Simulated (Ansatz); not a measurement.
The system is BaS.

```xyz
2
Lattice="0.0000 3.1938 3.1938 3.1938 0.0000 3.1938 3.1938 3.1938 0.0000" Properties=species:S:1:pos:R:3 pbc="T T T"
Ba    0.0000    0.0000    0.0000
S     3.1938    3.1938    3.1938
```

Base run:

- Program: Ansatz 0.2.0
- Functional: r2SCAN
- Potentials or basis: Ansatz PAW
- Cutoff: 500 eV (not typed: the program's choice for these potentials)
- k mesh: 7 × 7 × 7
- Occupations: fermi-dirac, width 0.05 eV
- Spin: no spin polarisation

Its results: band gap on the k mesh 2.61 eV, indirect (least direct gap 2.73 eV); pressure 0.8 GPa.

After a change of settings the same cell gave: band gap on the k mesh 3.58 eV, indirect (least direct gap 3.70 eV); pressure 2.3 GPa. Which change was it?
A. functional from r2SCAN to B3LYP; cutoff from 500 eV (not typed: the program's choice for these potentials) to 420 eV (not typed: the program's choice for these potentials); k mesh from 7 × 7 × 7 to 4 × 4 × 4
B. k mesh from 7 × 7 × 7 to 5 × 5 × 5; spin from no spin polarisation to spin-orbit coupling, no magnetisation; potential files from those of the base run to others of the same set
C. functional from r2SCAN to BLYP; cutoff from 500 eV (not typed: the program's choice for these potentials) to 420 eV (not typed: the program's choice for these potentials)

A.

Caveats: some runs use coarse meshes; spin-orbit coupling is left out, which moves the levels of the heavy elements; the PAW data sets come from PBE, with cores solved anew for the run's functional, which leaves a small shift of forces and pressure; the k mesh misses the band edges, so the gap on the mesh is wider than the one along the path (some runs); the thresholds are loose for stress (some runs).

Runs at the PBE level aren't shown here.
